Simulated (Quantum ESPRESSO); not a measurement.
**Os and the effect of spin-orbit coupling**

```
Os
1.0
     2.73410    0.00000    0.00000
    -1.36705    2.36780    0.00000
     0.00000    0.00000    4.31970
Os
2
Direct
  0.66667 0.33333 0.75000
  0.33333 0.66667 0.25000
```

Kept alike: task band structure; functional PBE; k mesh 11 × 11 × 6; occupations fermi-dirac, width 0.05 eV. Program: Quantum ESPRESSO, potentials by row: PseudoDojo 0.4.1 SR PBE standard (off); PseudoDojo 0.4 FR PBE standard (on), cutoff 1007 eV. The mesh is that of the run's cell of 2 atoms.

| spin-orbit coupling | pressure (GPa) |
| --- | --- |
| off | 8.20 |
| on | 9.29 |

Pressure is positive in compression; the values hold the error of the finite cutoff, so their zero can differ a little from the energy's minimum. For a metal such a mesh leaves the last digits unconverged.

Q: What does spin-orbit coupling change here?

A: The pressure runs from 8.20 (off) to 9.29 GPa (on).
